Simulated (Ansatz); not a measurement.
The cell comes from COD entry 5000215, which wasn't checked; take it as a given geometry. It differs from other determinations. The listed cell was then made from it by scaling, straining or moving an atom.

Bi: DFT, PBE, PAW with Ansatz's default frozen-core files, scalar-relativistic (Ansatz 0.2.0).

The relaxation starts from this cell:

```xyz
2
Lattice="2.2675 1.3091 3.9380 -2.2675 1.3091 3.9380 0.0000 -2.6183 3.9380" Properties=species:S:1:pos:R:3 pbc="T T T"
Bi   -0.0022   -0.0349    2.7344
Bi   -0.0484    0.0145    9.1874
```

Output:

```
Bi: output.efg is read without spin–orbit coupling, which moves field gradients at and beside such atoms by some per cent and up to a factor of two; PAW files take it under magnetization.noncollinear and magnetization.spin_orbit
Engine: ansatz 0.2.0
Pseudopotentials: kind: paw
Pseudopotential: Bi, paw, valence charge 15, recommended cutoff 420 eV (normal)
Functional definition: PBE
  parameter kappa = 0.804
  parameter beta = 0.06672455060314922
  exchange = pbe_x(kappa = kappa, mu = beta*pi^2/3)
  correlation = pbe_c(beta = beta)
Crystal: 2 atoms, lattice volume = 70.139 Å³
Basis set: ecut = 420 eV, 1369 PW (Γ), exchange–correlation on 64×64×64 points (8 copies of the dense FFT grid, shifted against one another)
Bands: 19, of which v1, the nominal top of the filled ones, is band 15 counted from 1 (14 counted from 0)
Symmetry: 2 space group operations
Space group: P-1 (ITA 2), of the structure as read, at distance tolerance 4.1e-5 Å
k-points: 112 of 216
Non-local potential: Bi, projectors of the file, l = 0: 2, l = 1: 2, l = 2: 2, l = 3: 2
PAW form: soft (Blöchl's): semilocal exchange-correlation on the pseudo side does not see the compensation charge
PAW one-centre angular grid: Bi, 590 points (default); XC on 64 Gauss nodes
Initial density: superposition of atomic densities (neutral atoms: chi_scale 0, normalization atom), corrected by the library's trained network
Initial wavefunctions: pseudopotential atomic-orbital guess
Functional: x = pbe(κ = 0.804, μ = 0.2195149727645171), c = pbe(β = 0.06672455060314922)
SCF iter   1: F=—  HF=-24793.002267 eV  |F-HF|=—  |Δ(HF+E_count)|=         —  Δρ=8.73e-4  dr2=7.93e-4  ethr=1.77e-3  ⟨swp⟩=6.6  Hψ=11041  notcnv=0
preconditioner: auto → Kerker (q_TF=auto, 2.368 Å⁻¹)  [metal: Δε(μ)=0.070 eV  Ē_g=20.457 eV  σ=0.050 eV  W_gap=0.33  n_scr=14 (ndim 8)  ℏωp=24.3 eV  f_vac=0.003  D(μ)=0.29/eV (n_scr^D=0)]
SCF iter   2: F=—  HF=-24793.002050 eV  |F-HF|=—  |Δ(HF+E_count)|=   2.17e-4  Δρ=6.08e-4  dr2=4.44e-4  ethr=2.64e-6  ⟨swp⟩=2.4  Hψ=4864  notcnv=0
SCF iter   3: F=—  HF=-24793.002110 eV  |F-HF|=—  |Δ(HF+E_count)|=   5.99e-5  Δρ=2.77e-4  dr2=5.88e-5  ethr=1.48e-6  ⟨swp⟩=2.0  Hψ=3797  notcnv=0
SCF iter   4: F=—  HF=-24793.002104 eV  |F-HF|=—  |Δ(HF+E_count)|=   5.34e-6  Δρ=1.54e-4  dr2=1.73e-5  ethr=1.96e-7  ⟨swp⟩=2.0  Hψ=2756  notcnv=0
SCF iter   5: F=—  HF=-24793.002106 eV  |F-HF|=—  |Δ(HF+E_count)|=   2.22e-6  Δρ=4.32e-5  dr2=1.68e-6  ethr=5.78e-8  ⟨swp⟩=2.0  Hψ=3810  notcnv=0
SCF iter   6: F=—  HF=-24793.002108 eV  |F-HF|=—  |Δ(HF+E_count)|=   1.24e-6  Δρ=1.10e-5  dr2=1.13e-7  ethr=5.59e-9  ⟨swp⟩=2.0  Hψ=2691  notcnv=0
SCF iter   7: F=-24793.002108 eV  HF=-24793.002108 eV  |F-HF|=4.22e-9  |Δ(HF+E_count)|=   8.07e-8  Δρ=3.04e-6  dr2=1.16e-8  ethr=3.33e-10  ⟨swp⟩=9.7  Hψ=13671  notcnv=0
SCF 1 converged in 7 iterations: F = -24793.002108 eV  dr2 = 1.16e-8
  greatest PAW one-centre occupation: 0.987 electrons in one spin orbital (limit 2), on the Bi atom at site 1 (counted from 0), in its partial waves of l = 2
relax step   1: F+E_penalty+E_count = -24793.00210775 eV  Δ(F+E_penalty+E_count) = +0.000e0 eV  max|allowed force component| = 1.039e0 eV/Å  Δτ_max = 0.0000 Å  P = +4.255 GPa  Ω = 70.139 Å³  (7 SCF iters, dr2 threshold 1.00e-7 eV, accepted)
Crystal: 2 atoms, lattice volume = 76.488 Å³
Basis set: ecut = 420 eV, 1501 PW (Γ), exchange–correlation on 64×64×64 points (8 copies of the dense FFT grid, shifted against one another)
Initial density: handed on by an earlier stage of this run
Initial wavefunctions: those handed on with the density
iter 1 solved again at ethr=9.25e-5 eV; its pass at ethr=3.10e-3 eV (dr2=2.77e-2 eV) is discarded
SCF iter   1: F=—  HF=-24793.013772 eV  |F-HF|=—  |Δ(HF+E_count)|=         —  Δρ=5.95e-3  dr2=2.78e-2  ethr=9.25e-5  ⟨swp⟩=1.0  Hψ=15465  notcnv=0
preconditioner: auto → Kerker (q_TF=auto, 2.334 Å⁻¹)  [metal: Δε(μ)=0.050 eV  Ē_g=19.957 eV  σ=0.050 eV  W_gap=0.24  n_scr=14 (ndim 8)  ℏωp=23.3 eV  f_vac=0.015  D(μ)=0.52/eV (n_scr^D=0)]
SCF iter   2: F=—  HF=-24793.011235 eV  |F-HF|=—  |Δ(HF+E_count)|=   2.54e-3  Δρ=3.74e-3  dr2=1.18e-2  ethr=9.25e-5  ⟨swp⟩=1.2  Hψ=2155  notcnv=0
SCF iter   3: F=—  HF=-24793.010414 eV  |F-HF|=—  |Δ(HF+E_count)|=   8.21e-4  Δρ=6.84e-4  dr2=6.82e-4  ethr=3.93e-5  ⟨swp⟩=2.8  Hψ=3569  notcnv=0
SCF iter   4: F=—  HF=-24793.010539 eV  |F-HF|=—  |Δ(HF+E_count)|=   1.25e-4  Δρ=2.60e-4  dr2=8.85e-5  ethr=2.27e-6  ⟨swp⟩=2.6  Hψ=2770  notcnv=0
SCF iter   5: F=—  HF=-24793.010592 eV  |F-HF|=—  |Δ(HF+E_count)|=   5.30e-5  Δρ=8.18e-5  dr2=7.23e-6  ethr=2.95e-7  ⟨swp⟩=2.0  Hψ=2579  notcnv=0
SCF iter   6: F=—  HF=-24793.010603 eV  |F-HF|=—  |Δ(HF+E_count)|=   1.07e-5  Δρ=2.12e-5  dr2=3.88e-7  ethr=2.41e-8  ⟨swp⟩=2.0  Hψ=2702  notcnv=0
SCF iter   7: F=-24793.010603 eV  HF=-24793.010603 eV  |F-HF|=1.70e-8  |Δ(HF+E_count)|=   5.85e-7  Δρ=4.94e-6  dr2=3.30e-8  ethr=6.67e-10  ⟨swp⟩=9.9  Hψ=15177  notcnv=0
SCF 2 converged in 7 iterations: F = -24793.010603 eV  dr2 = 3.30e-8
relax step   2: F+E_penalty+E_count = -24793.01060317 eV  Δ(F+E_penalty+E_count) = -8.495e-3 eV  max|allowed force component| = 6.896e-1 eV/Å  Δτ_max = 0.1747 Å  P = -2.709 GPa  Ω = 76.488 Å³  energy of the carried Pulay correction = -1.149e-3 eV  (7 SCF iters, dr2 threshold 2.00e-7 eV, accepted)
Crystal: 2 atoms, lattice volume = 74.012 Å³
Basis set: ecut = 420 eV, 1441 PW (Γ), exchange–correlation on 64×64×64 points (8 copies of the dense FFT grid, shifted against one another)
iter 1 solved again at ethr=1.52e-5 eV; its pass at ethr=3.10e-3 eV (dr2=4.56e-3 eV) is discarded
SCF iter   1: F=—  HF=-24793.117747 eV  |F-HF|=—  |Δ(HF+E_count)|=         —  Δρ=2.56e-3  dr2=4.08e-3  ethr=1.52e-5  ⟨swp⟩=2.6  Hψ=14851  notcnv=0
preconditioner: auto → Kerker (q_TF=auto, 2.347 Å⁻¹)  [metal: Δε(μ)=0.086 eV  Ē_g=20.192 eV  σ=0.050 eV  W_gap=0.38  n_scr=14 (ndim 8)  ℏωp=23.6 eV  f_vac=0.002  D(μ)=0.39/eV (n_scr^D=0)]
SCF iter   2: F=—  HF=-24793.117546 eV  |F-HF|=—  |Δ(HF+E_count)|=   2.01e-4  Δρ=1.63e-3  dr2=1.72e-3  ethr=1.36e-5  ⟨swp⟩=1.0  Hψ=2128  notcnv=0
SCF iter   3: F=—  HF=-24793.117513 eV  |F-HF|=—  |Δ(HF+E_count)|=   3.31e-5  Δρ=2.90e-4  dr2=1.04e-4  ethr=5.73e-6  ⟨swp⟩=2.0  Hψ=2710  notcnv=0
SCF iter   4: F=—  HF=-24793.117520 eV  |F-HF|=—  |Δ(HF+E_count)|=   7.01e-6  Δρ=1.37e-4  dr2=2.11e-5  ethr=3.47e-7  ⟨swp⟩=3.0  Hψ=3955  notcnv=0
SCF iter   5: F=—  HF=-24793.117528 eV  |F-HF|=—  |Δ(HF+E_count)|=   7.68e-6  Δρ=4.61e-5  dr2=2.03e-6  ethr=7.04e-8  ⟨swp⟩=2.0  Hψ=2691  notcnv=0
SCF iter   6: F=—  HF=-24793.117529 eV  |F-HF|=—  |Δ(HF+E_count)|=   1.55e-6  Δρ=1.68e-5  dr2=2.26e-7  ethr=6.78e-9  ⟨swp⟩=2.0  Hψ=2691  notcnv=0
SCF iter   7: F=-24793.117530 eV  HF=-24793.117530 eV  |F-HF|=4.91e-9  |Δ(HF+E_count)|=   2.58e-7  Δρ=3.87e-6  dr2=1.52e-8  ethr=6.67e-10  ⟨swp⟩=10.1  Hψ=13927  notcnv=0
SCF 3 converged in 7 iterations: F = -24793.117530 eV  dr2 = 1.52e-8
relax step   3: F+E_penalty+E_count = -24793.11752962 eV  Δ(F+E_penalty+E_count) = -1.069e-1 eV  max|allowed force component| = 2.219e-1 eV/Å  Δτ_max = 0.0723 Å  P = -0.640 GPa  Ω = 74.012 Å³  energy of the carried Pulay correction = -7.126e-4 eV  (7 SCF iters, dr2 threshold 2.00e-7 eV, accepted)
Crystal: 2 atoms, lattice volume = 73.171 Å³
Basis set: ecut = 420 eV, 1425 PW (Γ), exchange–correlation on 64×64×64 points (8 copies of the dense FFT grid, shifted against one another)
iter 1 solved again at ethr=3.11e-6 eV; its pass at ethr=3.10e-3 eV (dr2=9.33e-4 eV) is discarded
SCF iter   1: F=—  HF=-24793.124870 eV  |F-HF|=—  |Δ(HF+E_count)|=         —  Δρ=1.14e-3  dr2=8.72e-4  ethr=3.11e-6  ⟨swp⟩=3.8  Hψ=15188  notcnv=0
preconditioner: auto → Kerker (q_TF=auto, 2.352 Å⁻¹)  [metal: Δε(μ)=0.105 eV  Ē_g=20.250 eV  σ=0.050 eV  W_gap=0.45  n_scr=14 (ndim 8)  ℏωp=23.8 eV  f_vac=0.003  D(μ)=0.38/eV (n_scr^D=0)]
SCF iter   2: F=—  HF=-24793.124769 eV  |F-HF|=—  |Δ(HF+E_count)|=   1.01e-4  Δρ=7.07e-4  dr2=3.53e-4  ethr=2.91e-6  ⟨swp⟩=1.0  Hψ=2128  notcnv=0
SCF iter   3: F=—  HF=-24793.124721 eV  |F-HF|=—  |Δ(HF+E_count)|=   4.80e-5  Δρ=1.24e-4  dr2=2.19e-5  ethr=1.18e-6  ⟨swp⟩=2.7  Hψ=3037  notcnv=0
SCF iter   4: F=—  HF=-24793.124725 eV  |F-HF|=—  |Δ(HF+E_count)|=   4.51e-6  Δρ=5.49e-5  dr2=3.32e-6  ethr=7.31e-8  ⟨swp⟩=2.5  Hψ=3208  notcnv=0
SCF iter   5: F=—  HF=-24793.124727 eV  |F-HF|=—  |Δ(HF+E_count)|=   1.70e-6  Δρ=1.59e-5  dr2=2.29e-7  ethr=1.11e-8  ⟨swp⟩=2.0  Hψ=2681  notcnv=0
SCF iter   6: F=-24793.124727 eV  HF=-24793.124727 eV  |F-HF|=2.59e-8  |Δ(HF+E_count)|=   2.69e-7  Δρ=5.22e-6  dr2=2.08e-8  ethr=6.67e-10  ⟨swp⟩=9.7  Hψ=13833  notcnv=0
SCF 4 converged in 6 iterations: F = -24793.124727 eV  dr2 = 2.08e-8
relax step   4: F+E_penalty+E_count = -24793.12472736 eV  Δ(F+E_penalty+E_count) = -7.198e-3 eV  max|allowed force component| = 8.235e-2 eV/Å  Δτ_max = 0.0330 Å  P = +0.453 GPa  Ω = 73.171 Å³  energy of the carried Pulay correction = -5.612e-4 eV  (6 SCF iters, dr2 threshold 2.00e-7 eV, accepted)
Crystal: 2 atoms, lattice volume = 74.058 Å³
Basis set: ecut = 420 eV, 1457 PW (Γ), exchange–correlation on 64×64×64 points (8 copies of the dense FFT grid, shifted against one another)
iter 1 solved again at ethr=4.65e-7 eV; its pass at ethr=3.10e-3 eV (dr2=1.40e-4 eV) is discarded
SCF iter   1: F=—  HF=-24793.126992 eV  |F-HF|=—  |Δ(HF+E_count)|=         —  Δρ=4.31e-4  dr2=1.43e-4  ethr=4.65e-7  ⟨swp⟩=2.4  Hψ=16073  notcnv=0
preconditioner: auto → Kerker (q_TF=auto, 2.347 Å⁻¹)  [metal: Δε(μ)=0.097 eV  Ē_g=20.203 eV  σ=0.050 eV  W_gap=0.42  n_scr=14 (ndim 8)  ℏωp=23.6 eV  f_vac=0.005  D(μ)=0.38/eV (n_scr^D=0)]
SCF iter   2: F=—  HF=-24793.126996 eV  |F-HF|=—  |Δ(HF+E_count)|=   3.17e-6  Δρ=2.73e-4  dr2=7.61e-5  ethr=4.65e-7  ⟨swp⟩=1.0  Hψ=2128  notcnv=0
SCF iter   3: F=—  HF=-24793.126992 eV  |F-HF|=—  |Δ(HF+E_count)|=   3.50e-6  Δρ=5.02e-5  dr2=4.32e-6  ethr=2.54e-7  ⟨swp⟩=2.0  Hψ=2459  notcnv=0
SCF iter   4: F=—  HF=-24793.126992 eV  |F-HF|=—  |Δ(HF+E_count)|=   5.58e-8  Δρ=1.86e-5  dr2=2.82e-7  ethr=1.44e-8  ⟨swp⟩=2.0  Hψ=2570  notcnv=0
SCF iter   5: F=-24793.126992 eV  HF=-24793.126992 eV  |F-HF|=2.15e-8  |Δ(HF+E_count)|=   2.73e-7  Δρ=4.54e-6  dr2=2.36e-8  ethr=6.67e-10  ⟨swp⟩=9.7  Hψ=13809  notcnv=0
SCF 5 converged in 5 iterations: F = -24793.126992 eV  dr2 = 2.36e-8
relax step   5: F+E_penalty+E_count = -24793.12699238 eV  Δ(F+E_penalty+E_count) = -2.265e-3 eV  max|allowed force component| = 1.776e-2 eV/Å  Δτ_max = 0.0018 Å  P = +0.077 GPa  Ω = 74.058 Å³  energy of the carried Pulay correction = -7.208e-4 eV  (5 SCF iters, dr2 threshold 2.00e-7 eV, accepted)
Crystal: 2 atoms, lattice volume = 74.230 Å³
Basis set: ecut = 420 eV, 1459 PW (Γ), exchange–correlation on 64×64×64 points (8 copies of the dense FFT grid, shifted against one another)
iter 1 solved again at ethr=1.09e-7 eV; its pass at ethr=3.10e-3 eV (dr2=3.28e-5 eV) is discarded
SCF iter   1: F=—  HF=-24793.127059 eV  |F-HF|=—  |Δ(HF+E_count)|=         —  Δρ=1.17e-4  dr2=1.00e-5  ethr=1.09e-7  ⟨swp⟩=3.0  Hψ=14305  notcnv=0
preconditioner: auto → Kerker (q_TF=auto, 2.346 Å⁻¹)  [metal: Δε(μ)=0.094 eV  Ē_g=20.191 eV  σ=0.050 eV  W_gap=0.41  n_scr=14 (ndim 8)  ℏωp=23.6 eV  f_vac=0.005  D(μ)=0.38/eV (n_scr^D=0)]
SCF iter   2: F=—  HF=-24793.127062 eV  |F-HF|=—  |Δ(HF+E_count)|=   2.92e-6  Δρ=7.50e-5  dr2=4.70e-6  ethr=3.34e-8  ⟨swp⟩=1.0  Hψ=2128  notcnv=0
SCF iter   3: F=—  HF=-24793.127062 eV  |F-HF|=—  |Δ(HF+E_count)|=   1.65e-7  Δρ=1.28e-5  dr2=2.51e-7  ethr=1.57e-8  ⟨swp⟩=2.1  Hψ=2651  notcnv=0
SCF iter   4: F=-24793.127062 eV  HF=-24793.127062 eV  |F-HF|=1.40e-8  |Δ(HF+E_count)|=   6.67e-8  Δρ=3.92e-6  dr2=1.56e-8  ethr=2.79e-10  ⟨swp⟩=9.3  Hψ=14364  notcnv=0
SCF 6 converged in 4 iterations: F = -24793.127062 eV  dr2 = 1.56e-8
relax step   6: F+E_penalty+E_count = -24793.12706161 eV  Δ(F+E_penalty+E_count) = -6.923e-5 eV  max|allowed force component| = 2.846e-3 eV/Å  Δτ_max = 0.0019 Å  P = -0.062 GPa  Ω = 74.230 Å³  energy of the carried Pulay correction = -7.515e-4 eV  (4 SCF iters, dr2 threshold 8.38e-8 eV, accepted)
Crystal: 2 atoms, lattice volume = 74.103 Å³
iter 1 solved again at ethr=5.73e-9 eV; its pass at ethr=3.10e-3 eV (dr2=1.72e-6 eV) is discarded
SCF iter   1: F=—  HF=-24793.127114 eV  |F-HF|=—  |Δ(HF+E_count)|=         —  Δρ=3.24e-5  dr2=7.18e-7  ethr=5.73e-9  ⟨swp⟩=3.0  Hψ=14039  notcnv=0
preconditioner: auto → Kerker (q_TF=auto, 2.347 Å⁻¹)  [metal: Δε(μ)=0.096 eV  Ē_g=20.196 eV  σ=0.050 eV  W_gap=0.42  n_scr=14 (ndim 8)  ℏωp=23.6 eV  f_vac=0.005  D(μ)=0.38/eV (n_scr^D=0)]
SCF iter   2: F=—  HF=-24793.127117 eV  |F-HF|=—  |Δ(HF+E_count)|=   3.51e-6  Δρ=1.98e-5  dr2=2.86e-7  ethr=2.39e-9  ⟨swp⟩=1.0  Hψ=2128  notcnv=0
SCF iter   3: F=-24793.127117 eV  HF=-24793.127117 eV  |F-HF|=5.54e-9  |Δ(HF+E_count)|=   3.65e-9  Δρ=3.64e-6  dr2=1.82e-8  ethr=7.58e-11  ⟨swp⟩=7.1  Hψ=15352  notcnv=0
SCF 7 converged in 3 iterations: F = -24793.127117 eV  dr2 = 1.82e-8
relax step   7: F+E_penalty+E_count = -24793.12711727 eV  Δ(F+E_penalty+E_count) = -5.566e-5 eV  max|allowed force component| = 9.335e-4 eV/Å  Δτ_max = 0.0008 Å  P = -0.003 GPa  Ω = 74.103 Å³  energy of the carried Pulay correction = -7.289e-4 eV  (3 SCF iters, dr2 threshold 2.27e-8 eV, accepted)
Basis set: ecut = 420 eV, 1457 PW (Γ), exchange–correlation on 72×72×72 points (8 copies of the dense FFT grid, shifted against one another)
Initial wavefunctions: pseudopotential atomic-orbital guess (no wavefunctions were taken with the density)
iter 1 solved again at ethr=2.01e-7 eV; its pass at ethr=3.10e-3 eV (dr2=6.02e-5 eV) is discarded
SCF iter   1: F=—  HF=-24793.126392 eV  |F-HF|=—  |Δ(HF+E_count)|=         —  Δρ=3.45e-4  dr2=2.58e-6  ethr=2.01e-7  ⟨swp⟩=3.8  Hψ=17149  notcnv=0
preconditioner: auto → Kerker (q_TF=auto, 2.347 Å⁻¹)  [metal: Δε(μ)=0.096 eV  Ē_g=20.197 eV  σ=0.050 eV  W_gap=0.41  n_scr=14 (ndim 8)  ℏωp=23.6 eV  f_vac=0.005  D(μ)=0.38/eV (n_scr^D=0)]
SCF iter   2: F=—  HF=-24793.127402 eV  |F-HF|=—  |Δ(HF+E_count)|=   1.01e-3  Δρ=1.75e-4  dr2=6.21e-7  ethr=8.61e-9  ⟨swp⟩=2.0  Hψ=2630  notcnv=0
SCF iter   3: F=—  HF=-24793.127752 eV  |F-HF|=—  |Δ(HF+E_count)|=   3.49e-4  Δρ=5.80e-6  dr2=1.76e-9  ethr=2.07e-9  ⟨swp⟩=2.0  Hψ=2610  notcnv=0
SCF iter   4: F=—  HF=-24793.127752 eV  |F-HF|=—  |Δ(HF+E_count)|=   3.16e-7  Δρ=7.51e-7  dr2=1.51e-10  ethr=5.86e-12  ⟨swp⟩=2.1  Hψ=3823  notcnv=0
SCF iter   5: F=—  HF=-24793.127752 eV  |F-HF|=—  |Δ(HF+E_count)|=   2.51e-9  Δρ=1.71e-7  dr2=3.16e-11  ethr=1.00e-12  ⟨swp⟩=7.2  Hψ=11948  notcnv=0
SCF iter   6: F=-24793.127752 eV  HF=-24793.127752 eV  |F-HF|=3.64e-12  |Δ(HF+E_count)|=  1.09e-10  Δρ=9.46e-8  dr2=8.35e-12  ethr=1.00e-12  ⟨swp⟩=6.0  Hψ=9688  notcnv=0
SCF 8 converged in 6 iterations: F = -24793.127752 eV  dr2 = 8.35e-12
relax step   8: F+E_penalty+E_count = -24793.12775202 eV  Δ(F+E_penalty+E_count) = -6.347e-4 eV  max|allowed force component| = 8.636e-4 eV/Å  Δτ_max = 0.0000 Å  P = -0.009 GPa  Ω = 74.103 Å³  stress off target by 1.28e-2 GPa  SCF on the basis re-selected at this cell (its energy is not comparable with the rows above)  (6 SCF iters)
basis re-selected at this cell: Δ(F+E_penalty+E_count) = -6.347e-4 eV, ΔP = -0.006 GPa vs the last step (what re-selecting the basis moved, of the pressure what is left beyond the Pulay correction that the steps carried, after the strain that the cell walked since its last selection, with what the two solves' SCF thresholds leave and, on support functions, any second-order correction that the steps lacked; it is no measure of the basis error at this ecutwfc). The dense FFT grid was sized anew with the basis: this SCF ran on 36×36×36 points, the steps before it on 32×32×32, so part of this shift can come from that change (see relax.cell in the input reference). This SCF's stress stands 1.28e-2 GPa from its target on what of the cell is left free (relax.cell.stress_tol is 5.00e-2 GPa) and its largest allowed force component is 8.64e-4 eV/Å (relax.f_tol is 1.00e-2 eV/Å): within both
SCF converged after 6 iterations
Free energy (F): -24793.127752 eV
Harris-Foulkes:  -24793.127752 eV  (|F-HF|=3.64e-12)
Internal energy: -24793.124545 eV  (E = F + TS)
E sigma→0 (E₀):  -24793.126149 eV
Entropy (-TS):   -0.003207 eV (-1.603 meV/atom)
Fermi energy:    8.904124 eV
--- Per-component energies (eV) ---
  E_band       = -237.944162
  E_kinetic    = 603.883024
  E_local      = -3196.130304  (includes V_loc(G=0)·N_el)
  E_nonlocal   = 1118.872209
  E_hartree    = 1047.574542
  E_xc         = -301.755280
  E_vxc        = -287.443627  (∫ρ·V_xc dr)
  E_paw        = -21326.463444  (= ΣΔE_a)
  E_vpaw       = -572.273577  (= ΣTr[D̂ρ^β])
  E_aug_tail   = -0.000878  (compensation charges beyond the density's cutoff)
  E_ewald      = -2739.104415
  E_smearing   = -0.003207  (= −TS)
  E_closure    = -0.000000  (closes the sum)
  Σ components = -24793.127752   (vs F -24793.127752, Δ=0.00e0)
--- Forces (eV/Å), atoms counted from 1 ---
  atom   1  Bi     0.00029874     0.00041169     0.00086364
  atom   2  Bi    -0.00029874    -0.00041169    -0.00086364
  max |Σ_I F_I| component: 0.00e0 eV/Å
--- Stress (GPa, compression-positive) ---
       -0.008014      -0.000471      -0.001345
       -0.000471      -0.009721      -0.002180
       -0.001345      -0.002180      -0.010642
  P = ⅓ Tr σ = -0.0095 GPa (-0.095 kbar)
--- PAW observables at the nuclei: V_zz in 10²¹ V/m², potentials from the cell's mean, atoms counted from 1 ---
  atom   1  Bi V_zz =    -2.913915   η = 0.2829   by run symmetry: allowed
            electrostatic potential = -17829.882497 V   contact ρ = 17906343.565535 e/Å³
  atom   2  Bi V_zz =    -2.913915   η = 0.2829   by run symmetry: allowed
            electrostatic potential = -17829.882497 V   contact ρ = 17906343.565535 e/Å³
--- Band table (eV; the first three rows and the last of 112) ---
  k-point 0: bands = ["-13.8816", "-13.8814", "-13.7489", "-13.7472", "-13.7322", "-13.5870", "-13.5760", "-13.5759", "-13.4668", "-13.4655", "-3.8087", "1.3578", "7.5162", "7.8741", "7.9056", "11.3099", "11.8066", "11.8223", "14.6501"]
  k-point 1: bands = ["-13.8658", "-13.8595", "-13.7419", "-13.7341", "-13.7206", "-13.5981", "-13.5873", "-13.5823", "-13.4898", "-13.4827", "-3.5622", "0.8581", "7.6020", "7.8393", "7.8479", "10.7136", "11.1232", "11.3341", "14.0684"]
  k-point 2: bands = ["-13.8286", "-13.8003", "-13.7294", "-13.6996", "-13.6876", "-13.6346", "-13.6181", "-13.5943", "-13.5481", "-13.5206", "-2.8521", "-0.3145", "7.5142", "7.7950", "8.2017", "9.4383", "10.2062", "10.5029", "14.7795"]
  k-point 111: bands = ["-13.8162", "-13.8103", "-13.7235", "-13.7220", "-13.7035", "-13.6128", "-13.5978", "-13.5942", "-13.5457", "-13.5370", "-2.7666", "-0.7330", "8.0806", "8.3669", "8.4736", "9.7618", "9.7829", "9.8678", "15.7272"]
--- Relaxed structure (7 steps of the walk, 7 accepted, 1 SCFs on fresh bases) ---
  F+E_penalty+E_count = -24793.12775202 eV   max|allowed force component| = 8.636e-4 eV/Å   (the final SCF, on the basis selected at the relaxed cell)
  cell:  # Å, volume = 74.1032 Å³
    - [2.276445255493257, 1.334758940935028, 4.066996230669622]
    - [-2.3068263427080624, 1.3338289068920832, 4.0847988364696555]
    - [-0.015995976714984858, -2.636084310200031, 4.065092115170513]
  atoms:
    - { symbol: Bi, position: [0.2317383541853111, 0.23805178896598958, 0.241697680266194] }
    - { symbol: Bi, position: [0.7636386558146893, 0.7796145410340106, 0.7726205497338062] }
```
